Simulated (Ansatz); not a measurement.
## NaF: sound and stiffness along [100], [110] and [111]

These are results of DFT r2SCAN+D3(BJ), scalar-relativistic, plane waves, PAW (Ansatz 0.2.0), not measurements. Plane waves to 500 eV; Γ-centred k mesh 8×8×8; fixed occupations. No spin polarisation.

The cell is fixed (symmetry leaves no force on the atoms) and stands under -0.3 GPa:
```cif
data_structure
_symmetry_space_group_name_H-M 'F-43m'
_symmetry_Int_Tables_number 216
_cell_length_a 5.0472
_cell_length_b 5.0472
_cell_length_c 5.0472
_cell_angle_alpha 90.000
_cell_angle_beta 90.000
_cell_angle_gamma 90.000
_cell_volume 128.57
loop_
_atom_site_label
_atom_site_type_symbol
_atom_site_symmetry_multiplicity
_atom_site_Wyckoff_symbol
_atom_site_fract_x
_atom_site_fract_y
_atom_site_fract_z
_atom_site_occupancy
Na1 Na 4 a 0.00000 0.00000 0.00000 1
F1 F 4 d 0.25000 0.25000 0.75000 1
```

The cell is the ideal cubic zincblende prototype; this isn't the usual structure of the compound.

With ions relaxed, on the cubic axes: C11 = 39.7, C12 = 36.6, C44 = 13.7 GPa. The density is 2.169 g/cm³.

Question: Is the crystal stable against strain, and how anisotropic is it?

Answer: Born's conditions hold: C11 + 2C12 = 113.0, C11 − C12 = 3.0 and C44 = 13.7 GPa are all positive. B = (C11 + 2C12)/3 = 37.7 GPa. The two shear moduli are C44 and C′ = (C11 − C12)/2 = 1.5 GPa, so Zener's ratio is A = C44/C′ = 9.01: the tetragonal shear C′ is the soft one, as in many fcc and bcc metals and zincblende crystals. The Cauchy pressure C12 − C44 is 22.9 GPa; it would vanish for pair forces between atoms on inversion centres at zero pressure, and a positive value is usual with metallic or many-body binding, and where atoms off inversion centres relax under shear, which lowers C44.

Question: Give the sound speeds along the three symmetry directions.

Answer: The Christoffel equation gives ρv² for each branch:
```tsv
direction	branch	ρv²	GPa	v (m/s)
[100]	L	C11	39.7	4278
[100]	T (×2)	C44	13.7	2517
[110]	L	(C11 + C12 + 2C44)/2	51.9	4892
[110]	T, u ∥ [001]	C44	13.7	2517
[110]	T, u ∥ [1-10]	(C11 − C12)/2	1.5	838
[111]	L	(C11 + 2C12 + 4C44)/3	56.0	5080
[111]	T (×2)	(C11 − C12 + C44)/3	5.6	1606
```

In a piezoelectric crystal some branches stiffen further, which is left out.

Question: How does Young's modulus depend on direction?

Answer: Inverting gives S11 = 221.530, S12 = -106.339, S44 = 72.780 TPa⁻¹. Along a unit vector (l, m, n), 1/E = S11 − 2(S11 − S12 − S44/2)(l²m² + m²n² + n²l²), where the last bracket is 0, 1/4 and 1/3 for [100], [110] and [111]: E = 5, 13 and 37 GPa. With A > 1 the body diagonal is stiffest. For a film on (001), the biaxial modulus is C11 + C12 − 2C12²/C11 = 9 GPa and the normal strain is −2C12/C11 = -1.85 times the in-plane one.

Cost: 2 runs of about 8.2 core-minutes in all, on Intel Xeon Processor @ 2.50GHz (Skylake/Cascade Lake) (shared hosts).